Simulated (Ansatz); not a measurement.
**CaF2: a single-point run**

Wanted: a converged single-point run for CaF2, and a check of what comes out. The structure is shown as the input types it.

Computed with Ansatz 0.2.0 (density functional or hybrid calculation with the settings of its input, plane waves (as first typed), unless a step's input says otherwise).

5 further runs of the same task are left out: 1 for a known fault of the program, 4 that didn't finish.

## (1) The starting structure

Symmetry: Fm-3m, No. 225, cubic system. The conventional cell has a = 5.439 Å, b = 5.439 Å, c = 5.439 Å, α = 90.00°, β = 90.00°, γ = 90.00°. Ca (site symmetry m-3m) is surrounded by 8 F at 2.36 Å. F (site symmetry -43m) has 4 Ca at 2.36 Å as nearest neighbours.

The input asks for a charge of -2 e on the cell.

Structure file:

```
Ca F
1.0
     0.00000    2.71959    2.71959
     2.71959    0.00000    2.71959
     2.71959    2.71959    0.00000
Ca F
1 2
Cartesian
  0.0000 0.0000 0.0000
  1.3598 1.3598 1.3598
  4.0794 4.0794 4.0794
```

## (2) The calculation

File input.yaml:

```yaml
crystal:
  lattice:
    - [0.0, 2.7195929736, 2.7195929736]
    - [2.7195929736, 0.0, 2.7195929736]
    - [2.7195929736, 2.7195929736, 0.0]
  atoms:
    - { symbol: Ca, position: [0.0, 0.0, 0.0] }
    - { symbol: F, position: [0.25, 0.25, 0.25] }
    - { symbol: F, position: [0.75, 0.75, 0.75] }
kpoints:
  mp_grid: { grid: [6, 6, 6] }
hamiltonian:
  xc: pbe
scf:
  occupations: { method: fixed }
  n_extra_bands: 4
  max_iter: 68
output:
  forces: true
  stress: true
  eigenvalues: true
total_charge: -2
```

The run is started by

```
$ ansatz run input.yaml --threads 4 --pin off --max-ram 3686MiB --backend cpu --events-out ev --progress --plain --runs-dir out
```

**Question.** How will this run end, and is anything wrong with its input?

This run ends as converged, with warnings (band overlap at count, metallic iterate). Convergence says nothing about whether the input makes sense.

Look at the input: total_charge is -2. The net charge is not the one intended, so the run treats another number of electrons.

Run again and compare: delete total_charge (the default then holds).
